**Q:** I have the levels of rutile SnO₂ at several points of its Brillouin zone. Where is the gap, and is it direct?

Kohn–Sham levels of rutile SnO₂ at points of a 5 × 5 × 7 k mesh, computed with GPAW 26.7.0 using the GLLB-SC functional, PAW data sets (gpaw-data 1.2.1) and a 600 eV plane-wave cutoff, without spin polarisation or spin–orbit coupling. Energies are counted from the valence top, and levels under and over the gap are numbered outwards from it.

| point a (reciprocal cell vector) | point b (reciprocal cell vector) | point c (reciprocal cell vector) | level point (row) | level under 3 (eV) | level under 2 (eV) | level under 1 (eV) | level over 1 (eV) | level over 2 (eV) |
| --- | --- | --- | --- | --- | --- | --- | --- | --- |
| 0.0000 | 0.0000 | 0.0000 | 1 | -0.598 | -0.598 | 0.000 | 2.491 | 7.519 |
| 0.0000 | 0.0000 | 0.1429 | 2 | -0.553 | -0.553 | -0.147 | 3.526 | 7.847 |
| 0.0000 | 0.0000 | 0.2857 | 3 | -0.711 | -0.711 | -0.561 | 5.310 | 8.187 |
| 0.0000 | 0.0000 | 0.4286 | 4 | -1.141 | -1.020 | -1.020 | 6.819 | 7.802 |
| 0.2000 | -0.2000 | 0.0000 | 5 | -0.775 | -0.648 | -0.282 | 3.874 | 6.869 |
| 0.4000 | -0.4000 | 0.0000 | 6 | -0.857 | -0.769 | -0.716 | 5.696 | 6.128 |
| 0.4000 | 0.0000 | 0.0000 | 7 | -0.777 | -0.521 | -0.422 | 4.777 | 6.179 |

**A:** Point a, point b and point c are fractions of the three reciprocal cell vectors, and energies count from the valence top. The first row is the zone centre Γ. There the highest filled level is at its highest and the lowest empty level at its lowest, so the gap is direct on this mesh: 2.49 eV. Among the other points listed, the smallest vertical spacing is 3.67 eV, one step out along c. A direct gap needn't absorb light strongly, though: in SnO₂ symmetry forbids the electric dipole transition between these two edge states.

**Q:** Which edge moves more as I leave Γ, and why?

**A:** The conduction edge, by far. At the other six points it has risen between 4.2 and 7.0 times as much as the highest filled level has fallen. The usual bonding picture explains this, although energies alone don't prove it. The lowest empty band consists mainly of Sn 5s orbitals with an antibonding share of oxygen. These orbitals are large and round, and they couple well in every direction.

The valence top consists mainly of O 2p orbitals that stand perpendicular to the plane of the three neighbouring Sn atoms. They point away from the Sn–O bonds and overlap only weakly with each other. Weak coupling makes a flat band, and strong coupling a steep one.

**Q:** The two lowest empty levels are 5.0 eV apart at Γ, but less than 1 eV at some other points. What brings them together?

**A:** The cell holds two Sn atoms, one at the corner and one at the body centre. Their s orbitals combine in phase or out of phase, and I take these combinations to be the two lowest empty levels. The spacing between them measures how strongly the two kinds of Sn are coupled.

I expect much of the coupling to run through oxygen, although direct overlap between the Sn s orbitals would also favour the in-phase state. Each O has three Sn neighbours, roughly evenly spread around it in a plane. If all three s orbitals carry the same sign, their overlaps with an O 2p orbital in that plane nearly cancel, and the state escapes most of the push from the filled O 2p levels, though not that from the deeper O 2s levels. If the signs differ, the cancellation fails and the O 2p levels push the state up. This favours the in-phase combination as the low one at Γ.

Away from Γ the wave changes its phase from cell to cell. A corner Sn then sees some of its eight body-centre neighbours with one phase and some with another, and their contributions partly cancel. The energy difference between "in phase" and "out of phase" shrinks, so the lower level loses its advantage and rises.

**Q:** Can I estimate the effect without a computer?

**A:** Yes. Let $t$ be the coupling between one corner Sn and one body-centre neighbour, and let $p_a$, $p_b$, $p_c$ be the three point coordinates. The neighbours sit half a cell away along each axis, and summing their eight phases gives

$$T = 8t\,\cos(\pi p_a)\cos(\pi p_b)\cos(\pi p_c).$$

Two equal levels coupled by $T$ separate to $M \pm |T|$, where $M$ is their midpoint. The splitting $2|T|$ thus follows the product of cosines, and its value at Γ sets the scale.

Take the point (0.4, 0, 0). The factor is $\cos 72^\circ = 0.309$, so the estimate is $5.028 \times 0.309 = 1.55$ eV. The calculation gives 1.40 eV, so the estimate is 11 % above the computed value. This point played no part in setting the scale.

At all six points away from Γ the estimate is too large, by 5 to 14 % of the computed splitting. My guess is that the oxygen share of the two states changes with energy, so that a single constant $t$ is too simple. Along the three directions of the table, symmetry alone makes the two levels meet at the zone boundary, whatever the orbitals are. The real test of the formula is therefore how the splitting falls on the way there.

**Q:** Is it then just a matter of distance from Γ?

**A:** No. The points (0, 0, 0.2857) and (0.4, 0, 0) lie at nearly the same distance, the first even slightly farther out. Yet the first keeps about twice the splitting of the second. The cell is shorter along c, so the same distance in reciprocal space turns the phase between neighbouring Sn atoms by a smaller angle. Less of the coupling is cancelled.

**Q:** But the conduction level still climbs steeply along c. If the splitting survives longer there, what pushes it up?

**A:** The midpoint of the two levels rises as well. In the simple model it depends on the coupling between Sn atoms of the same kind, which the splitting leaves out. That is not the only source: oxygen pushes harder on a level that lies close to the O 2p band, so I expect some rise in any direction as the splitting closes, and even in the plane the midpoint climbs by 0.9 eV at (0.4, −0.4, 0). Along c these atoms are only 3.19 Å apart and share two bridging oxygens, because the octahedra form edge-sharing chains. In the plane, like atoms are 4.74 Å apart and share no oxygen.

A phase difference along the chain can therefore push both combinations up, either through the bridging oxygens or through direct overlap between the close Sn atoms. The levels alone can't separate the two. The Sn–O–Sn angle in the chain is close to a right angle, though, so I expect the route through O 2p to be rather weak and direct overlap to carry a good part. At the farthest point along c, the midpoint supplies 53 % of the rise of the conduction level. At (0.4, 0, 0) it supplies only 21 %, and the shrinking splitting does the rest.

I fitted the midpoint at all seven points with a constant, one cosine term along c and one in the plane. The term along c comes out several times as strong, about six in this fit, though the in-plane term is uncertain by a fifth, with a worst miss of 0.15 eV. That supports the strong difference between the directions, but a single cosine describes the curve along c only roughly. The printed analysis after this text shows the comparison point by point.

To guess the trend in a similar s-band oxide, ask two questions. How quickly does the phase between unlike metal atoms cancel their coupling? And along which direction do like atoms sit close together, as in the edge-sharing chains here?

**Q:** May I read the column "level under 1" as one valence band?

**A:** Not along c. The columns are sorted by energy, and two bands change places. At the third point a single level lies 0.15 eV above a degenerate pair. At the fourth point the pair is on top, and a single level lies 0.12 eV below it.

The single level falls smoothly if I follow it from 0 through −0.147 and −0.561 to −1.141 eV, so I take it to be the same band throughout. The exact degeneracy of the pair helps to identify it, but it belongs to a calculation without spin–orbit coupling. With that coupling, the pair would split along this line.

**Q:** What would change with titanium in place of tin, and which digits can I trust for a device?

**A:** Titanium would change the character of the conduction edge. Ti(IV) has empty 3d orbitals below its 4s orbital, so rutile TiO₂ has several rather flat d bands at the bottom instead of one steep s band. Its electrons are heavier for that reason. The cosine rule for one s orbital per metal atom wouldn't describe them.

For SnO₂, trust the pattern more than the decimals. The cell was given, not relaxed, and neither the cutoff nor the mesh was varied, so the run doesn't show how many digits are settled. The 2.49 eV is a difference of Kohn–Sham levels, about 1.1 eV below a measured gap that I recall as roughly 3.6 eV. With this functional, the gap for adding and removing an electron also contains a derivative discontinuity. As usually applied, that correction lifts all empty levels by the same amount, so it changes the gap but not the splittings or the rise of the conduction band.

The electron mass deserves more caution. Drawing a parabola from Γ through the first point along c gives 0.29 electron masses, but through the second point 0.43. The band bends away from a parabola within these steps, so the numbers show a light electron without fixing its mass. A reliable value needs much closer points around Γ.

That light electron is one reason why doped SnO₂ is useful as a transparent n-type contact: a steep band favours high mobility. The much flatter valence top is one reason why good hole conduction is harder to obtain.

Numerical output:

```
fit of midp on 7 rows: constant 5.114 +/- 0.086, coefficient of inplane 0.2134 +/- 0.043, coefficient of alongc 1.217 +/- 0.079; rms 0.0946, worst 0.0 -0.147, leave-one-out rms 0.209
Two lowest empty levels and band edges (eV; distance from Gamma in 1/angstrom):
  row  distance  splitting  cosine model  model miss  midpoint rise  midpoint fit miss  conduction rise  valence fall
  0.0         0      5.028         5.028           0              0             0.1092                0             0
  0.0    0.2818      4.321          4.53      0.2088         0.6815            -0.1139            1.035         0.147
  0.0    0.5634      2.877         3.135      0.2581          1.744            -0.1468            2.819         0.561
  0.0    0.8453      0.983         1.118      0.1354          2.305              0.117            4.328          1.02
  0.2    0.3751      2.995         3.291      0.2959         0.3665            0.03769            1.383         0.282
  0.4    0.7502      0.432        0.4801     0.04813          0.907           -0.02556            3.205         0.716
  0.4    0.5305      1.402         1.554      0.1517          0.473            0.02234            2.286         0.422
Kohn-Sham gap at Gamma (eV): 2.491
Smallest direct spacing at the other listed points (eV): 3.673
Smallest ratio of conduction rise to valence fall: 4.243
Largest ratio of conduction rise to valence fall: 7.041
Smallest overestimate of splitting by cosine model away from Gamma (percent): 4.832
Largest overestimate of splitting by cosine model away from Gamma (percent): 13.77
Splitting at point 3 over splitting at point 7: 2.052
Share of conduction rise due to midpoint at point 4 (percent): 53.27
Share of conduction rise due to midpoint at point 7 (percent): 20.69
Chord mass from Gamma to point 2 (electron masses): 0.2924
Chord mass from Gamma to point 3 (electron masses): 0.4291
Chord mass from Gamma to point 5 (electron masses): 0.3876
Single valence level above the pair at point 3 (eV): 0.15
Pair above the single valence level at point 4 (eV): 0.121
Rough shortfall of the Kohn-Sham gap from a recalled 3.6 eV (eV): 1.109
```
